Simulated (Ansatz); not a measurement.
# Bands, cutoff and cost in G0W0 for Al2O3 (Corundum), part 2 of 2

Aim: see how the G0W0 gap of Al2O3 (Corundum) on PBE moves with empty bands and screening cutoff, and what each rung costs.

Ansatz 0.2.0; G0W0 on PBE, plane waves, PAW. Known limits of the many-body steps: not at the basis limit.

So far. Step 4 (466 empty bands, screening to 180 eV): Against the run with 4×4×4 mesh, 216 empty bands, screening to 108 eV, the gap moves by +0.21 eV.

**5. Changing the frequency model: 4×4×4 mesh, 466 empty bands, screening to 180 eV, plasmon pole**

A plasmon pole stands in for the full frequency dependence of the screening; this run shows what that costs in accuracy.

Input file input.yaml:

```yaml
crystal:
  lattice:
    - [2.38025, 1.3742379782, 4.3318666667]
    - [-2.38025, 1.3742379782, 4.3318666667]
    - [0.0, -2.7484759565, 4.3318666667]
  atoms:
    - { symbol: Al, position: [0.35216, 0.35216, 0.35216] }
    - { symbol: Al, position: [0.14784, 0.14784, 0.14784] }
    - { symbol: Al, position: [0.64784, 0.64784, 0.64784] }
    - { symbol: Al, position: [0.85216, 0.85216, 0.85216] }
    - { symbol: O, position: [0.55668, 0.94332, 0.25] }
    - { symbol: O, position: [0.25, 0.55668, 0.94332] }
    - { symbol: O, position: [0.94332, 0.25, 0.55668] }
    - { symbol: O, position: [0.44332, 0.05668, 0.75] }
    - { symbol: O, position: [0.75, 0.44332, 0.05668] }
    - { symbol: O, position: [0.05668, 0.75, 0.44332] }
kpoints:
  mp_grid: { grid: [4, 4, 4] }
hamiltonian:
  xc: pbe
scf:
  occupations: { method: fixed }
gw:
  n_empty_bands: 466
  ecut_chi: 180.0
  qp_bands: [v3, c3]
  qp_kpoints: band_edges
  screening: { model: godby_needs }
```

Started as:

```console
> ansatz run input.yaml --threads 3 --pin off --max-ram 92160MiB --backend cuda --events-out ev --progress --plain --runs-dir out --devices 1 --max-vram 13GiB  # rebuilt from the run's record
```

Numbers of over 12 decimals in the logs are rounded to 6 here.

What it wrote:

```text
GPUs: using 1 of 1 available (devices: 1).
[...]
GPU FFT provider: cuFFT
GPU libraries: cuBLAS 13.8.2, cuFFT 12.4.0, cuSOLVER 12.3.4
Crystal: 10 atoms, lattice volume = 85.018 Å³
Basis set: ecut = 420 eV, 1653 PW (Γ)
Bands: 34, of which v1, the nominal top of the filled ones, is band 24 counted from 1 (23 counted from 0)
Symmetry: 12 space group operations
[...]
k-points: 13 of 64
[...]
1    23      7.5967   -26.8143     4.2492   -21.1261  0.8108     6.1475     6.1577  root
[...]
12    24      7.3684   -26.7487     4.2863   -20.9898  0.8105     5.8848     5.8957  root
    12    25     16.4293   -10.5419    -4.2620   -16.2397  0.8475    17.8727    17.8651  root
    12    26     16.4293   -10.5419    -4.2620   -16.2397  0.8475    17.8727    17.8651  root
    12    27     18.8590    -7.1141    -4.5683   -13.0268  0.8615    20.2107    20.2035  root
[key lines of the parts left out:]
SCF converged after 6 iterations
Free energy (F): -5569.550833 eV
Fermi energy:    7.750965 eV
```

Wall time 42 s (1 × NVIDIA H100 80GB HBM3 (shared by 6 runs) with 3 threads of AMD EPYC 7R13 (Zen 3), shared host); peak memory 3 GiB; 78 s of CPU time.

Numbers from this step:

| Property | Result |
| --- | --- |
| bands summed | 490 |
| plasmon-pole fit frequency | 27.90 eV |
| RPA ε∞ on this mesh (eigenvalues) | 3.058, 3.089, 3.089 |
| plane waves in the screening matrix | 465 |
| G0W0 gap on the mesh | 8.912 eV |
| k of the valence top | 0, 0, 0 |
| k of the conduction bottom | 0, 0, 0 |
| starting gap on the mesh | 6.217 eV |
| least direct G0W0 gap on the computed points | 8.912 eV |

Against the run with 4×4×4 mesh, 466 empty bands, screening to 180 eV, the gap moves by −0.06 eV.

**6. Changing the files and raising the bands: 4×4×4 mesh, 691 empty bands, screening to 234 eV, hard PAW files**

Other atomic data (hard PAW) test the pseudisation: the cutoff goes from 420 to 930 eV and the valence electrons from 48 to 80, which opens shells that were frozen. Bands and screening cutoff change too, so the step is no clean test of the files.

input.yaml: that of step 5 with these lines changed.

```diff
@@ -20,2 +20,3 @@
   xc: pbe
+  pseudopotentials: { kind: paw, source: ansatz }
 scf:
@@ -23,6 +24,6 @@
 gw:
-  n_empty_bands: 466
-  ecut_chi: 180.0
+  n_empty_bands: 691
+  ecut_chi: 234.0
   qp_bands: [v3, c3]
   qp_kpoints: band_edges
-  screening: { model: godby_needs }
+  screening: { model: contour_deformation }
```

What it wrote:

```text
GPUs: using 1 of 1 available (devices: 1).
[...]
GPU FFT provider: cuFFT
GPU libraries: cuBLAS 13.8.2, cuFFT 12.4.0, cuSOLVER 12.3.4
Crystal: 10 atoms, lattice volume = 85.018 Å³
Basis set: ecut = 930 eV, 5487 PW (Γ)
Bands: 50, of which v1, the nominal top of the filled ones, is band 40 counted from 1 (39 counted from 0)
Symmetry: 12 space group operations
[...]
k-points: 13 of 64
[...]
1    39      9.1833   -26.8219     3.9852   -21.1306  0.8049     7.4571     7.4772  root
[...]
12    40      8.9555   -26.7568     4.0258   -20.9974  0.8045     7.2009     7.2221  root
    12    41     18.0185   -10.5057    -4.4743   -16.2076  0.8439    19.2537    19.2461  root
    12    42     18.0185   -10.5057    -4.4743   -16.2076  0.8439    19.2537    19.2461  root
    12    43     20.4408    -7.0507    -4.7945   -12.9885  0.8570    21.5911    21.5840  root
[key lines of the parts left out:]
SCF converged after 8 iterations
Free energy (F): -13143.878472 eV
Fermi energy:    9.338907 eV
```

It took 66 s on 1 × NVIDIA H100 80GB HBM3 (shared by 6 runs) with 3 threads; peak memory 3.1 GiB; 90 s of CPU time.

This step gave:

| Property | Result |
| --- | --- |
| bands summed | 731 |
| RPA ε∞ on this mesh (eigenvalues) | 3.085, 3.118, 3.118 |
| plane waves in the screening matrix | 683 |
| G0W0 gap on the mesh | 8.999 eV |
| k of the valence top | 0, 0, 0 |
| k of the conduction bottom | 0, 0, 0 |
| starting gap on the mesh | 6.225 eV |
| least direct G0W0 gap on the computed points | 8.999 eV |

Against the run with 4×4×4 mesh, 466 empty bands, screening to 180 eV, the gap moves by +0.03 eV.

**7. Convergence and cost**

Times are wall times on 1 × NVIDIA H100 80GB HBM3 (shared by 6 runs) with 3 threads of AMD EPYC 7R13 (Zen 3), shared host, good to a factor of about two.

```tsv
mesh	files	frequency	bands summed	cutoff (eV)	start (eV)	G0W0 (eV)	time	host memory (GiB)
4×4×4	default PAW	contour deformation	100	54	6.217	8.589	9.7 s	1.1
4×4×4	default PAW	contour deformation	240	108	6.217	8.764	14 s	1.2
4×4×4	default PAW	contour deformation	490	180	6.217	8.971	29 s	1.7
4×4×4	default PAW	plasmon pole	490	180	6.217	8.912	42 s	3.0
4×4×4	hard PAW	contour deformation	731	234	6.225	8.999	66 s	3.1
```

How the two edges are built up, in eV (the quasiparticle level is the starting level plus Σx plus Σc less Vxc):

```tsv
run	edge	start	Σx	Σc	Vxc	Z	QP
100 bands	valence top	7.75	-26.91	4.66	-21.39	0.82	6.88
100 bands	conduction bottom	13.97	-11.38	-3.74	-16.63	0.86	15.47
240 bands	valence top	7.75	-26.91	4.35	-21.39	0.81	6.57
240 bands	conduction bottom	13.97	-11.38	-3.88	-16.63	0.85	15.33
490 bands	valence top	7.75	-26.91	4.05	-21.39	0.81	6.27
490 bands	conduction bottom	13.97	-11.38	-3.97	-16.63	0.85	15.24
```

**8. Results**

```
100 bands, 54 eV                    : 8.589 eV
240 bands, 108 eV                   : 8.764 eV
490 bands, 180 eV                   : 8.971 eV
estimated limit in bands and cutoff : 9.17 eV
mesh and start                      : 4×4×4, PBE
```

**Reading.** A line in one over the bands through the two highest rungs gives 9.17 eV, +0.20 eV from the top rung; the pair below gives 8.89 eV, so the estimate is still climbing. The rungs stand 0.58 eV (100 bands), 0.41 eV (240 bands) and 0.20 eV (490 bands) from it. From 100 to 490 bands the gap moves by +0.38 eV while the time grows 2.9-fold. Σc changes by −0.61 eV at the valence top and −0.23 eV at the conduction bottom, so the valence edge carries most of the change. The plasmon-pole model gives −0.06 eV against contour deformation, 2 % of the correction, and saved no time in this program. With hard PAW files and 731 bands the gap is 9.00 eV; the line for the default PAW files gives 9.04 eV at that count, a difference of −0.04 eV that holds the line's own error too.

[Paths, hosts, dates, memory and timing lines, banners, echoed tables and standing remarks are left out of the program output.]

[Logs are printed without paths, hosts, clocks, repeated set-up lines and the standing remarks that a program may print on its own settings, such as how far it seeks lower states.]

[Runs of the session that timed out or met a known fault of the program may be left out.]

[Cells called generated may have been cut or substituted from an entry of the Crystallography Open Database or the Materials Project.]

[Hosts, paths, dates, database ids (printed as entryN), source tags and the programs' standing remarks are cut or masked in the printed files.]
